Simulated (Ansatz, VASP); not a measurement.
## One calculation of Sr, two programs

Contents of INCAR:

```
PREC = Accurate ; ENCUT = 600
EDIFF = 1E-6 ; ISMEAR = 0
SIGMA = 0.1 ; LREAL = False
LASPH = True ; NELM = 100
ALGO = Normal ; ISIF = 4
LWAVE = False ; LCHARG = False
GGA = PE ; IBRION = 2
NSW = 50 ; EDIFFG = -0.01
```

The input KPOINTS:

```
Automatic mesh
0
Gamma
  12 12 4
```

The input POSCAR:

```
Sr
1.0
    4.4003223348      0.0000000000      0.0000000000
   -2.2001611674      3.8107909268      0.0000000000
    0.0000000000      0.0000000000     14.4278179261
Sr
4
Direct
    0.0000000000      0.0000000000      0.0000000000
    0.3333333333      0.6666666667      0.2500000000
    0.0000000000      0.0000000000      0.5000000000
    0.6666666667      0.3333333333      0.7500000000
```

Input for Ansatz:

```yaml
crystal:
  lattice:
    - [4.4003223348, 0.0, 0.0]
    - [-2.2001611674, 3.8107909268, 0.0]
    - [0.0, 0.0, 14.4278179261]
  atoms:
    - { symbol: Sr, position: [0.0, 0.0, 0.0] }
    - { symbol: Sr, position: [0.3333333333, 0.6666666667, 0.25] }
    - { symbol: Sr, position: [0.0, 0.0, 0.5] }
    - { symbol: Sr, position: [0.6666666667, 0.3333333333, 0.75] }
basis:
  ecutwfc: 420
kpoints:
  mp_grid: { grid: [12, 12, 4] }
hamiltonian:
  xc: pbe
scf:
  occupations: { method: gaussian, width: 0.1 }
output:
  forces: true
  stress: true
  eigenvalues: true
relax:
  adjacent_minimum: "off"
  f_tol: 0.01
  max_steps: 30
  cell: { stress_tol: 0.1, fix: [volume] }
```

Alike in both runs: task relaxation of shape and atoms at fixed volume; functional PBE; k mesh 12 × 12 × 4; occupations gaussian, width 0.1 eV; no spin polarisation.

|  | VASP | Ansatz |
| --- | --- | --- |
| version | VASP 6.6.1 | Ansatz 0.2.0 |
| potentials or method | VASP PAW PBE potentials, release 64 (Sr_sv) | scalar-relativistic, plane waves, PAW |
| plane-wave cutoff (eV) | 600 | 420 |
| valence electrons in the cell | 40 | 40 |

```tsv
	VASP	Ansatz	Ansatz less VASP
gap on the k mesh at the Fermi level, each at its own relaxed structure (eV)	none	none	-
relaxed volume (Å³/atom)	60.48	60.48	0.000
relaxed cell length with the largest relative difference (Å)	4.400	4.400	0.0000
```

A gap of «none» marks a metal or a gap that the smearing closes.

Caveats: the relaxation stopped at its first step, so nothing moved.
